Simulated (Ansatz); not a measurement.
We consider LaAlO3 (model structure, started from the tetragonal perovskite type, Pm-3m, No. 221, 5 atoms in the cell; like a known cubic high-temperature phase), described by PBEsol (plane waves, PAW; Ansatz, an electronic-structure program).

Numerical settings: plane-wave cutoff 500 eV, 10×10×10 k mesh, Fermi–Dirac smearing 0.05 eV, scalar-relativistic PAW data made under PBE.

Cell (relaxed at this level):

```yaml
crystal:
  lattice:
    - [3.77170, 0.00000, 0.00000]
    - [0.00000, 3.77170, 0.00000]
    - [0.00000, 0.00000, 3.77169]
  atoms:
    - { symbol: Al, position: [0.50000, 0.50000, 0.42120] }
    - { symbol: La, position: [0.00000, 0.00000, 0.92120] }
    - { symbol: O, position: [0.50000, 0.50000, 0.92120] }
    - { symbol: O, position: [0.50000, 0.00000, 0.42120] }
    - { symbol: O, position: [0.00000, 0.50000, 0.42120] }
```

Q: Estimate the band gap that the calculation returns.

A: 
- band gap = 3.45 eV (on the SCF k mesh)

Note: held by symmetry at 0 K, a high-temperature phase can be a saddle point.

Spin–orbit coupling is not included.

The computed numbers hold no vibrational or temperature effects.

A model structure was made by putting elements into a prototype or built by hand; it is no filed structure, need not be a known phase, and can be a saddle point held by its symmetry.
